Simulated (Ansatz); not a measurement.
# Ti: stationary points along a deformation path

These are results of DFT PBE, scalar-relativistic, plane waves, PAW in Ansatz 0.2.0, not measurements. Cutoff 420 eV, Γ-centred 22×22×22 k-points, Gaussian smearing of 0.15 eV. No spin polarisation. Energies are free energies at this smearing, counted from the undisturbed cell; pressure is positive in compression.

Reference structure (as given, not relaxed at this level; it stands at 4.4 GPa; this fcc form isn't the usual structure):

```
CELL_PARAMETERS angstrom
0.00000 2.03000 2.03000
2.03000 0.00000 2.03000
2.03000 2.03000 0.00000
ATOMIC_POSITIONS crystal
Ti 0.00000 0.00000 0.00000
```

At fixed volume and fractional coordinates, lengths along (0.000, 0.000, 1.000) are scaled against those across it; ρ is that ratio over its starting value. V = 16.731 Å³/atom. Δσ is the stress along the axis less the mean stress across it (compression positive).

```
    ρ  ΔE (meV/atom)  Δσ (GPa) space group
0.707           46.7      0.00        Im-3m
0.850           24.9      3.21       I4/mmm
1.000            0.0      0.00        Fm-3m
1.200           36.1     -5.89       I4/mmm
1.414          154.1    -16.37       I4/mmm
```

**Question.** How does the stress give the slope of the energy, and where is the energy stationary?

**Answer.** Along the path d ln(length) is 2/3 d ln ρ on the axis and −1/3 d ln ρ across it, so dE/d ln ρ = −(2/3) V Δσ: the energy falls with ρ where Δσ is positive. Δσ vanishes or changes sign at ρ = 0.707 (Im-3m, an end of the scan), at 46.7 meV/atom; at ρ = 1.000 (Fm-3m), a minimum at 0.0 meV/atom. Pairs of stationary points between two samples would go unseen, and could change a minimum read from distant neighbours into a maximum. At ρ = 0.707, 1.000 the cell is cubic, where symmetry alone makes the stress isotropic and the slope zero.

In a metal these slopes depend on the k mesh and the smearing.